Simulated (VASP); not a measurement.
# Pd: drag along a line

Pd, slab, 13 atoms in the cell. PBE, constrained relaxations along a path; PAW potentials Pd (PBE set).

Path: drag along a line, Pd hops from a hollow site to the next hollow site of Pd(100).

## Input

INCAR:
```
ALGO     = Normal         # electronic algorithm
EDIFF    = 1E-6           # SCF threshold, eV
EDIFFG   = -0.03          # ionic threshold
ENCUT    = 250            # plane-wave cutoff, eV
IBRION   = 2              # ionic algorithm
ISIF     = 2              # what is computed and relaxed
ISMEAR   = 1              # smearing method
KPAR     = 2            
LASPH    = True           # aspherical terms in the spheres
LCHARG   = False          # write CHGCAR
LREAL    = False          # projectors in reciprocal space
LWAVE    = False          # write WAVECAR
NELM     = 100            # most SCF steps
NSW      = 60             # ionic steps
POTIM    = 0.5            # step
PREC     = Normal         # precision mode
SIGMA    = 0.1            # smearing width, eV
```

KPOINTS:
```
k-points
0
Gamma
  3 3 1
```

POSCAR.step1:
```
Pd
1.0
    6.2891240000      0.0000000000      0.0000000000
    0.0000000000      6.2891240000      0.0000000000
    0.0000000000      0.0000000000     18.3145620000
Pd
13
Selective dynamics
Direct
    0.0000000000      0.0000000000      0.3276081623  F F F
    0.5000000000      0.0000000000      0.3276081623  F F F
    0.0000000000      0.5000000000      0.3276081623  F F F
    0.5000000000      0.5000000000      0.3276081623  F F F
    0.2500000000      0.2500000000      0.4134568438  T T T
    0.7500000000      0.2500000000      0.4134568438  T T T
    0.2500000000      0.7500000000      0.4134568438  T T T
    0.7500000000      0.7500000000      0.4134568438  T T T
    0.0000000000      0.0000000000      0.4993055253  T T T
    0.5000000000      0.0000000000      0.4993055253  T T T
    0.0000000000      0.5000000000      0.4993055253  T T T
    0.5000000000      0.5000000000      0.4993055253  T T T
    0.2500000000      0.2500000000      0.5852609748  F T T
```

POSCAR.step2:
```
Pd
1.0
    6.2891240000      0.0000000000      0.0000000000
    0.0000000000      6.2891240000      0.0000000000
    0.0000000000      0.0000000000     18.3145620000
Pd
13
Selective dynamics
Direct
    0.0000000000      0.0000000000      0.3276081623  F F F
    0.5000000000      0.0000000000      0.3276081623  F F F
    0.0000000000      0.5000000000      0.3276081623  F F F
    0.5000000000      0.5000000000      0.3276081623  F F F
    0.2500000000      0.2500000000      0.4134568438  T T T
    0.7500000000      0.2500000000      0.4134568438  T T T
    0.2500000000      0.7500000000      0.4134568438  T T T
    0.7500000000      0.7500000000      0.4134568438  T T T
    0.0000000000      0.0000000000      0.4993055253  T T T
    0.5000000000      0.0000000000      0.4993055253  T T T
    0.0000000000      0.5000000000      0.4993055253  T T T
    0.5000000000      0.5000000000      0.4993055253  T T T
    0.1500000000      0.2500000000      0.5852609748  F T T
```

POSCAR.step3:
```
Pd
1.0
    6.2891240000      0.0000000000      0.0000000000
    0.0000000000      6.2891240000      0.0000000000
    0.0000000000      0.0000000000     18.3145620000
Pd
13
Selective dynamics
Direct
    0.0000000000      0.0000000000      0.3276081623  F F F
    0.5000000000      0.0000000000      0.3276081623  F F F
    0.0000000000      0.5000000000      0.3276081623  F F F
    0.5000000000      0.5000000000      0.3276081623  F F F
    0.2500000000      0.2500000000      0.4134568438  T T T
    0.7500000000      0.2500000000      0.4134568438  T T T
    0.2500000000      0.7500000000      0.4134568438  T T T
    0.7500000000      0.7500000000      0.4134568438  T T T
    0.0000000000      0.0000000000      0.4993055253  T T T
    0.5000000000      0.0000000000      0.4993055253  T T T
    0.0000000000      0.5000000000      0.4993055253  T T T
    0.5000000000      0.5000000000      0.4993055253  T T T
    0.0750000000      0.2500000000      0.5852609748  F T T
```

POSCAR.step4:
```
Pd
1.0
    6.2891240000      0.0000000000      0.0000000000
    0.0000000000      6.2891240000      0.0000000000
    0.0000000000      0.0000000000     18.3145620000
Pd
13
Selective dynamics
Direct
    0.0000000000      0.0000000000      0.3276081623  F F F
    0.5000000000      0.0000000000      0.3276081623  F F F
    0.0000000000      0.5000000000      0.3276081623  F F F
    0.5000000000      0.5000000000      0.3276081623  F F F
    0.2500000000      0.2500000000      0.4134568438  T T T
    0.7500000000      0.2500000000      0.4134568438  T T T
    0.2500000000      0.7500000000      0.4134568438  T T T
    0.7500000000      0.7500000000      0.4134568438  T T T
    0.0000000000      0.0000000000      0.4993055253  T T T
    0.5000000000      0.0000000000      0.4993055253  T T T
    0.0000000000      0.5000000000      0.4993055253  T T T
    0.5000000000      0.5000000000      0.4993055253  T T T
    0.0000000000      0.2500000000      0.5852609748  F T T
```

POSCAR.step5:
```
Pd
1.0
    6.2891240000      0.0000000000      0.0000000000
    0.0000000000      6.2891240000      0.0000000000
    0.0000000000      0.0000000000     18.3145620000
Pd
13
Selective dynamics
Direct
    0.0000000000      0.0000000000      0.3276081623  F F F
    0.5000000000      0.0000000000      0.3276081623  F F F
    0.0000000000      0.5000000000      0.3276081623  F F F
    0.5000000000      0.5000000000      0.3276081623  F F F
    0.2500000000      0.2500000000      0.4134568438  T T T
    0.7500000000      0.2500000000      0.4134568438  T T T
    0.2500000000      0.7500000000      0.4134568438  T T T
    0.7500000000      0.7500000000      0.4134568438  T T T
    0.0000000000      0.0000000000      0.4993055253  T T T
    0.5000000000      0.0000000000      0.4993055253  T T T
    0.0000000000      0.5000000000      0.4993055253  T T T
    0.5000000000      0.5000000000      0.4993055253  T T T
   -0.0750000000      0.2500000000      0.5852609748  F T T
```

POSCAR.step6:
```
Pd
1.0
    6.2891240000      0.0000000000      0.0000000000
    0.0000000000      6.2891240000      0.0000000000
    0.0000000000      0.0000000000     18.3145620000
Pd
13
Selective dynamics
Direct
    0.0000000000      0.0000000000      0.3276081623  F F F
    0.5000000000      0.0000000000      0.3276081623  F F F
    0.0000000000      0.5000000000      0.3276081623  F F F
    0.5000000000      0.5000000000      0.3276081623  F F F
    0.2500000000      0.2500000000      0.4134568438  T T T
    0.7500000000      0.2500000000      0.4134568438  T T T
    0.2500000000      0.7500000000      0.4134568438  T T T
    0.7500000000      0.7500000000      0.4134568438  T T T
    0.0000000000      0.0000000000      0.4993055253  T T T
    0.5000000000      0.0000000000      0.4993055253  T T T
    0.0000000000      0.5000000000      0.4993055253  T T T
    0.5000000000      0.5000000000      0.4993055253  T T T
   -0.1500000000      0.2500000000      0.5852609748  F T T
```

POSCAR.step7:
```
Pd
1.0
    6.2891240000      0.0000000000      0.0000000000
    0.0000000000      6.2891240000      0.0000000000
    0.0000000000      0.0000000000     18.3145620000
Pd
13
Selective dynamics
Direct
    0.0000000000      0.0000000000      0.3276081623  F F F
    0.5000000000      0.0000000000      0.3276081623  F F F
    0.0000000000      0.5000000000      0.3276081623  F F F
    0.5000000000      0.5000000000      0.3276081623  F F F
    0.2500000000      0.2500000000      0.4134568438  T T T
    0.7500000000      0.2500000000      0.4134568438  T T T
    0.2500000000      0.7500000000      0.4134568438  T T T
    0.7500000000      0.7500000000      0.4134568438  T T T
    0.0000000000      0.0000000000      0.4993055253  T T T
    0.5000000000      0.0000000000      0.4993055253  T T T
    0.0000000000      0.5000000000      0.4993055253  T T T
    0.5000000000      0.5000000000      0.4993055253  T T T
   -0.2500000000      0.2500000000      0.5852609748  F T T
```

Commands (each step's output is kept before the next begins):
```
cat potpaw_PBE.64/Pd/POTCAR > POTCAR
cp POSCAR.step1 POSCAR
mpirun -np 4 vasp_std > vasp.out
cp POSCAR.step2 POSCAR
mpirun -np 4 vasp_std > vasp.out
cp POSCAR.step3 POSCAR
mpirun -np 4 vasp_std > vasp.out
cp POSCAR.step4 POSCAR
mpirun -np 4 vasp_std > vasp.out
cp POSCAR.step5 POSCAR
mpirun -np 4 vasp_std > vasp.out
cp POSCAR.step6 POSCAR
mpirun -np 4 vasp_std > vasp.out
cp POSCAR.step7 POSCAR
mpirun -np 4 vasp_std > vasp.out
```

## Result

- Barrier (eV): 0.913
- Ionic steps, all stages: 148
- Electronic steps, all stages: 2038

Energy along the pull:

| Share of the way | Energy above the start (eV) |
|---|---|
| 0 | 0.000 |
| 0.2 | 0.255 |
| 0.35 | 0.689 |
| 0.5 | 0.913 |
| 0.65 | 0.689 |
| 0.8 | 0.255 |
| 1 | 0.000 |

The slab is body-centred cubic Pd(100), which isn't the element's stable structure, in-plane cell 6.29 × 6.29 Å, with 3 × 3 k points.

Limits: the adatom repeats in each 2 x 2 surface cell, and the slab has three layers.

VASP 6.6.1 took 2288 s on 4 cores (Intel Xeon Platinum 8488C (Sapphire Rapids)), a shared host.
